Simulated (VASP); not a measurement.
# H2 in VASP: a series of runs, part 2 of 2

VASP 6.6.1. Earlier steps stand in the parts before.

## Step 3: Relaxation of the atoms, LDA

INCAR reads:

```
  ALGO = Fast
  EDIFF = 1E-7
  EDIFFG = -0.005
  ENCUT = 520
  GGA = CA
  IBRION = 2
  ISIF = 2
  ISMEAR = 0
  ISYM = 0
  LASPH = T
  LCHARG = F
  LREAL = F
  LWAVE = F
  NELM = 60
  NSW = 90
  PREC = Accurate
  SIGMA = 0.02
```

KPOINTS reads:

```
k-points
0
Gamma
  1 1 1
```

POSCAR reads:

```
H
1.0
   10.0000000000      0.0000000000      0.0000000000
    0.0000000000     10.5000000000      0.0000000000
    0.0000000000      0.0000000000     11.0000000000
H
2
Direct
    0.5000000000      0.5000000000      0.4663636400
    0.5000000000      0.5000000000      0.5336363600
```

Potentials or basis: VASP PAW LDA potentials, release 64 (H).

Run with:

```sh
> cat potpaw_LDA.64/H/POTCAR > POTCAR
> mpirun -np 1 vasp_std > vasp.out
```

OUTCAR:

```text
EDIFF = 1E-7
   EDIFFG = -0.005
   ENCUT = 520
   GGA = CA
   IBRION = 2
   ISIF = 2
   ISMEAR = 0
   ISYM = 0
   LASPH = T
   LREAL = F
   NELM = 60
   NSW = 90
   PREC = Accurate

 ion  position               nearest neighbor table
   1  0.500  0.500  0.466-   2 0.74
   2  0.500  0.500  0.534-   1 0.74

IMPORTANT INFORMATION: All symmetrisations will be switched off!
NOSYMM: (Re-)initialisation of all symmetry stuff for point group C_1.

----------------------------------------------------------------------------------------

                                     Primitive cell

  volume of cell :    1155.0000

  direct lattice vectors                    reciprocal lattice vectors
    10.000000000  0.000000000  0.000000000     0.100000000  0.000000000  0.000000000
     0.000000000 10.500000000  0.000000000     0.000000000  0.095238095  0.000000000
     0.000000000  0.000000000 11.000000000     0.000000000  0.000000000  0.090909091

  length of vectors
    10.000000000 10.500000000 11.000000000     0.100000000  0.095238095  0.090909091

  position of ions in fractional coordinates (direct lattice)
     0.500000000  0.500000000  0.466363640
     0.500000000  0.500000000  0.533636360

  ion indices of the primitive-cell ions
   primitive index   ion index
                 1           1
                 2           2

----------------------------------------------------------------------------------------

 KPOINTS: k-points

Automatic generation of k-mesh.
 Grid dimensions read from file:
 generate k-points for:    1    1    1

 Generating k-lattice:

  Cartesian coordinates                     Fractional coordinates (reciprocal lattice)
     0.100000000  0.000000000  0.000000000     1.000000000  0.000000000  0.000000000
     0.000000000  0.095238095  0.000000000     0.000000000  1.000000000  0.000000000
     0.000000000  0.000000000  0.090909091     0.000000000  0.000000000  1.000000000

  Length of vectors
     0.100000000  0.095238095  0.090909091
[... 72 lines left out ...]

 number of electron       2.0000000 magnetization

 Free energy of the ion-electron system (eV)
  ---------------------------------------------------
  ext. energy  EPLUGINS =         0.00000000
  ---------------------------------------------------
  free energy    TOTEN  =        -6.68706887 eV

  energy without entropy =       -6.68706887  energy(sigma->0) =       -6.68706887

------------------------ aborting loop because EDIFF is reached ----------------------------------------

  FORCE on cell =-STRESS in cart. coord.  units (eV):
  Direction    XX          YY          ZZ          XY          YZ          ZX
  --------------------------------------------------------------------------------------
  -------------------------------------------------------------------------------------
  Total       -0.0269102     -0.0266918      0.6330076     -0.0000000     -0.0000000     -0.0000000
  in kB       -0.0373289     -0.0370259      0.8780869     -0.0000000     -0.0000000     -0.0000000
  external PRESSURE =       0.2679107 kB  Pullay stress =       0.0000000 kB
[... 23 lines left out ...]
--------------------------------------- Ionic step        2  -------------------------------------------

 number of electron       2.0000000 magnetization

 E-fermi :  -9.7537     XC(G=0):  -0.3292

 val. band max:       -9.8525269274   @ k =   0.0000   0.0000   0.0000
 cond. band min:      -0.1250232670   @ k =   0.0000   0.0000   0.0000
 fundamental gap:      9.7275036604
 Fermi energy:        -9.7537117616

 k-point     1 :       0.0000    0.0000    0.0000
  band No.  band energies     occupation
      1      -9.8525      2.00000
      2      -0.1250      0.00000
      3       0.0821      0.00000
      4       0.8845      0.00000
      5       0.9765      0.00000
[... 63 lines left out ...]
  FREE ENERGIE OF THE ION-ELECTRON SYSTEM (eV)
  ---------------------------------------------------
  free  energy   TOTEN  =        -6.6983444861 eV

  energy  without entropy=       -6.6983444861  energy(sigma->0) =       -6.69834449

[... ionic steps 4 to 12 ...]

--------------------------------------- Ionic step       13  -------------------------------------------

 number of electron       2.0000000 magnetization

------------------------ aborting loop because EDIFF is reached ----------------------------------------
[... 67 lines left out ...]
--------------------------------------- Ionic step       15  -------------------------------------------

 number of electron       2.0000000 magnetization

 Free energy of the ion-electron system (eV)
  ---------------------------------------------------
  ext. energy  EPLUGINS =         0.00000000
  ---------------------------------------------------
  free energy    TOTEN  =        -6.69834477 eV

  energy without entropy =       -6.69834477  energy(sigma->0) =       -6.69834477

 E-fermi : -10.0217     XC(G=0):  -0.3101

 val. band max:      -10.1232839244   @ k =   0.0000   0.0000   0.0000
 cond. band min:      -0.1150310564   @ k =   0.0000   0.0000   0.0000
 fundamental gap:     10.0082528680
 Fermi energy:       -10.0217176011

 k-point     1 :       0.0000    0.0000    0.0000
  band No.  band energies     occupation
      1     -10.1233      2.00000
      2      -0.1150      0.00000
      3       0.2952      0.00000
      4       0.9134      0.00000
      5       1.0073      0.00000
[... 27 lines left out ...]
  FREE ENERGIE OF THE ION-ELECTRON SYSTEM (eV)
  ---------------------------------------------------
  free  energy   TOTEN  =        -6.6983447701 eV

  energy  without entropy=       -6.6983447701  energy(sigma->0) =       -6.69834477

 reached required accuracy - stopping structural energy minimisation
```

OSZICAR:

```text
N       E                     dE             d eps       ncg     rms          rms(c)
DAV:   1    -0.426943650354E+01   -0.42694E+01   -0.66906E+02    15   0.236E+02
DAV:   2    -0.741271499290E+01   -0.31433E+01   -0.31433E+01    10   0.363E+01
DAV:   3    -0.747094355187E+01   -0.58229E-01   -0.58229E-01    20   0.530E+00
[... 95 lines left out ...]
DAV:   1    -0.669834427819E+01   -0.37457E-06   -0.65091E-07    10   0.624E-03    0.380E-04
RMM:   2    -0.669834427318E+01    0.50109E-08   -0.31594E-09     9   0.426E-04
  14 F= -.66983443E+01 E0= -.66983443E+01  d E =-.861767E-06
       N       E                     dE             d eps       ncg     rms          rms(c)
DAV:   1    -0.669834479014E+01   -0.51195E-06   -0.27243E-06    10   0.125E-02    0.829E-04
RMM:   2    -0.669834477011E+01    0.20028E-07   -0.12899E-08     9   0.836E-04
  15 F= -.66983448E+01 E0= -.66983448E+01  d E =-.135870E-05
```

CONTCAR:

```text
H
   1.00000000000000
    10.0000000000000000    0.0000000000000000    0.0000000000000000
     0.0000000000000000   10.5000000000000000    0.0000000000000000
     0.0000000000000000    0.0000000000000000   11.0000000000000000
  H
     2
Direct
     0.5000000000000416    0.4999999999999938    0.4651981803816634
     0.4999999999999584    0.5000000000000062    0.5348018196183365

  0.00000000E+00  0.00000000E+00  0.00000000E+00
  0.00000000E+00  0.00000000E+00  0.00000000E+00
```

Wall time 55 s (1 thread of Intel Xeon 6975P-C (Granite Rapids), shared host); peak memory 0.66 GiB.

Results:

| Quantity | Value |
| --- | --- |
| Free energy | -6.6983 eV |
| Energy gained by relaxing | 5.6 meV/atom |
| Ionic steps | 15 |
| Largest force after relaxing | 0.004 eV/Å |
| Gap between the frontier levels | 10.01 eV |

Forces on the atoms (eV/Å):
```
H    0.000  0.000 -0.004
H    0.000  0.000  0.004
```

The path:
| step | energy change (eV) | largest force (eV/Å) | pressure (GPa) |
| --- | --- | --- | --- |
| 1 | 0.0000 | 0.9005 | 0.03 |
| 2 | 0.0419 | 1.6351 | -0.07 |
| 3 | -0.0113 | 0.0054 | 0.00 |
| 4 | -0.0113 | 0.0111 | 0.00 |
| 5 | -0.0113 | 0.0110 | 0.00 |
| 6 | -0.0113 | 0.0099 | 0.00 |
| 7 | -0.0113 | 0.0098 | 0.00 |
| 8 | -0.0113 | 0.0098 | 0.00 |
| 9 | -0.0113 | 0.0098 | 0.00 |
| 10 | -0.0113 | 0.0097 | 0.00 |
| 11 | -0.0113 | 0.0095 | 0.00 |
| 12 | -0.0113 | 0.0091 | 0.00 |
| 13 | -0.0113 | 0.0083 | 0.00 |
| 14 | -0.0113 | 0.0067 | 0.00 |
| 15 | -0.0113 | 0.0036 | 0.00 |

Final structure:
```yaml
crystal:
  lattice:
    - [10.00000, 0.00000, 0.00000]
    - [0.00000, 10.50000, 0.00000]
    - [0.00000, 0.00000, 11.00000]
  atoms:
    - { symbol: H, position: [0.50000, 0.50000, 0.46520] }
    - { symbol: H, position: [0.50000, 0.50000, 0.53480] }
```

A hybrid or GW would open this gap; LDA tends to underestimate it.
